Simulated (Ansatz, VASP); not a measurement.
# Ge: VASP beside Ansatz

Contents of INCAR:

```
  ALGO = Normal
  EDIFF = 1E-6
  ENCUT = 520
  ISIF = 2
  ISMEAR = -1
  LASPH = T
  LCHARG = T
  LELF = T
  LREAL = F
  LVHAR = T
  LWAVE = F
  NBANDS = 13
  NELM = 80
  PREC = Accurate
  SIGMA = 0.1
```

Contents of KPOINTS:

```
k-points
0
Gamma
  15 15 15
```

The input POSCAR:

```
Ge
1.0
    0.0000000000      2.1118046241      2.1118046241
    2.1118046241      0.0000000000      2.1118046241
    2.1118046241      2.1118046241      0.0000000000
Ge
1
Direct
    0.0000000000      0.0000000000      0.0000000000
```

Input for Ansatz:

```yaml
crystal:
  lattice:
    - [0.0, 2.1118046241, 2.1118046241]
    - [2.1118046241, 0.0, 2.1118046241]
    - [2.1118046241, 2.1118046241, 0.0]
  atoms:
    - { symbol: Ge, position: [0.0, 0.0, 0.0] }
hamiltonian:
  xc: lda
  pseudopotentials:
    kind: paw
    azcp:
      Ge: "pseudopotentials/Ge.paw.azcp"
basis:
  ecutwfc: 420
  fft_grid_basis: typed
kpoints:
  mp_grid: { grid: [15, 15, 15], shift: [0, 0, 0] }
magnetization:
  spin_polarized: false
scf:
  occupations: { method: fermi_dirac, width: 0.1 }
  lower_state_search: "off"
output:
  stress: true
```

Alike in both runs: task single point; functional LDA; k mesh 15 × 15 × 15; occupations fermi-dirac, width 0.1 eV; no spin polarisation.

|  | VASP | Ansatz |
| --- | --- | --- |
| version | VASP 6.6.1 | Ansatz 0.2.0 |
| potentials or method | VASP PAW LDA potentials, release 64 (Ge_d) | plane waves (420 eV) with PAW, scalar-relativistic |
| plane-wave cutoff (eV) | 520 | 420 |
| valence electrons in the cell | 14 | 14 |

|  | VASP | Ansatz | Ansatz less VASP |
| --- | --- | --- | --- |
| pressure (GPa) | -2.2 | -2.3 | -0.16 |

Ansatz warned: «pseudo_functional_mismatch».
